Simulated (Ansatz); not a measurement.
# Ru (sc type): the cost of one run

Program: Ansatz 0.2.0. Level of theory: DFT PBE, with the methods named in each step. These are calculated values, not measurements.

This is Ru in the simple cubic structure; at room conditions it is hcp.

## (1) The system as given

Symmetry: Pm-3m, No. 221, cubic system. Conventional cell: a = 2.512 Å, b = 2.512 Å, c = 2.512 Å, α = 90.00°, β = 90.00°, γ = 90.00°. Around Ru (site symmetry m-3m) lie 6 Ru at 2.51 Å.

Coordinates:

```xyz
1
Lattice="2.5121 0.0000 0.0000 0.0000 2.5121 0.0000 0.0000 0.0000 2.5121" Properties=species:S:1:pos:R:3 pbc="T T T"
Ru    0.0000    0.0000    0.0000
```

Whether this phase is the stable one at these pressures isn't tested.

## (2) The reference volume, LAPW

input.yaml reads:

```yaml
crystal:
  lattice:
    - [2.5121183181, 0.0, 0.0]
    - [0.0, 2.5121183181, 0.0]
    - [0.0, 0.0, 2.5121183181]
  atoms:
    - { symbol: Ru, position: [0.0, 0.0, 0.0] }
kpoints:
  mp_grid: { grid: [15, 15, 15] }
  band_path:
    path:
      - [0.0, 0.0, 0.0]
      - [0.0, 0.5, 0.0]
      - [0.5, 0.5, 0.0]
      - [0.0, 0.0, 0.0]
      - [0.5, 0.5, 0.5]
      - [0.0, 0.5, 0.0]
      - [0.5, 0.5, 0.5]
      - [0.5, 0.5, 0.0]
    npoints: 14
scf:
  occupations: { method: fermi_dirac, width: 0.1 }
hamiltonian:
  xc: pbe
  pseudopotentials: { kind: all_electron, lapw: { basis_error: 0.001 } }
output:
  forces: true
  stress: true
  eigenvalues: true
  populations: true
  dos: { projected: true, de: 0.2, e_range: [-14, 8] }
```

Command:

```bash
ansatz run input.yaml --threads 1 --pin off --max-ram 2048MiB --backend cpu --events-out ev --progress --plain --runs-dir out
```

Q: Estimate wall time and peak memory on 1 thread of Arm Neoverse V1, shared host.

About 15 s, with a peak of 0.32 GiB.
